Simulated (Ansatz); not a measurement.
A: ZrO2 (fluorite), a = 5.116 Å, b = 5.116 Å, c = 5.116 Å, α = 90.00°, β = 90.00°, γ = 90.00°
B: CsPbI$_{3}$ (cubic perovskite), a = b = c = 6.3905 Å, α = β = γ = 90.00°
C: W (bcc, W type), a = 3.1835 Å, b = 3.1835 Å, c = 3.1835 Å, α = 90.00°, β = 90.00°, γ = 90.00°
D: Nb$_{3}$Sn (A15, Cr3Si type), a = b = c = 5.319 Å, α = β = γ = 90.00°
E: ZnSe (zinc blende), a = b = c = 5.733 Å, α = β = γ = 90.00°

Scan: energy against volume (even scaling of the relaxed cell, symmetry kept). One method and one kind of scan serve all of them; meshes and ranges differ. All were relaxed with their symmetry unable to fall. Nb3Sn is run without spin polarisation. Spin-orbit coupling is left out. This is a high-temperature form of CsPbI3. This is a high-temperature form of ZrO2. W is run without spin polarisation. ZrO2 is run without spin polarisation.

Task: Rank these by bulk modulus (fitted) (lowest first), as PBE (plane waves to 420 eV, PAW, scalar-relativistic; Ansatz, an electronic-structure program) gives it.

Result: B (14.7 GPa), E (56.6 GPa), D (161 GPa), A (236 GPa), C (304 GPa)

(Under strain, the slope of the energy per volume gives the stress and its curvature an elastic modulus.)
